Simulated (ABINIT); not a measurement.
Runs of ABINIT 10.8.3 (patched build) on Zn. The structure is hexagonal, space group P6_3/mmc (No. 194). The conventional cell has a = 2.670 Å, b = 2.670 Å, c = 4.966 Å, α = 90.00°, β = 90.00°, γ = 120.00°. Zn (site symmetry -6m2) has 12 Zn at 2.67 to 2.92 Å as nearest neighbours. 

```csv
level,gap on the mesh (eV),pressure (GPa)
revPBE,none,(b)
AM05,none,-5.8
BLYP,none,5.2
PBEsol,none,-5.7
SCAN,none,(a)
```

Alike in all rows: task single point; potentials or basis JTH PAW PBE v2.0; no spin polarisation; cell as given; k mesh 11 × 11 × 6; cutoff (eV) 707; smearing fermi-dirac 0.05 eV.

Fill in the values left out.

(a) -6.3; (b) 1.5.

Caveats: the PAW data sets were made with another functional, which shifts forces and pressure a little.

A gap of «none» marks a metal or a gap under the smearing width.

Runs at the PBE level aren't shown here.
